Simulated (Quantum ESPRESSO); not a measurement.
A run of Quantum ESPRESSO 7.5:

pw.in

```
&CONTROL
  calculation = 'scf'
  prefix = 'pwscf'
  outdir = './tmp'
  pseudo_dir = './pseudo'
  tprnfor = .true.
  tstress = .true.
  disk_io = 'nowf'
/
&SYSTEM
  ibrav = 0
  nat = 2
  ntyp = 2
  ecutwfc = 70
  nbnd = 16
  occupations = 'smearing'
  smearing = 'fd'
  degauss = 0.00367493
/
&ELECTRONS
  conv_thr = 4d-10
  electron_maxstep = 120
  mixing_beta = 0.5
/
ATOMIC_SPECIES
Pb   207.2000 Pb_ONCV_PBE-1.2.upf
Se    78.9710 Se_ONCV_PBE-1.2.upf
CELL_PARAMETERS angstrom
   0.0000000000    3.0606500000    3.0606500000
   3.0606500000    0.0000000000    3.0606500000
   3.0606500000    3.0606500000    0.0000000000
ATOMIC_POSITIONS crystal
Pb     0.0000000000    0.0000000000    0.0000000000
Se     0.5000000000    0.5000000000    0.5000000000
K_POINTS automatic
5 5 5 0 0 0
```

Potentials or basis: SG15 PBE 1.2.

Command:

```console
$ OMP_NUM_THREADS=1 mpirun -n 2 pw.x -nk 2 -in pw.in > pw.out
```

Hardware: 2 MPI ranks on Arm Neoverse V1 (shared host).

Task: Estimate the wall time of this run.

Result: Wall time 7.4 s on 2 MPI ranks on Arm Neoverse V1 (shared host), peak memory 0.14 GiB a rank. Counts: scf iterations 9, k pools 2, bands 16, k points 10, g dense 30731.
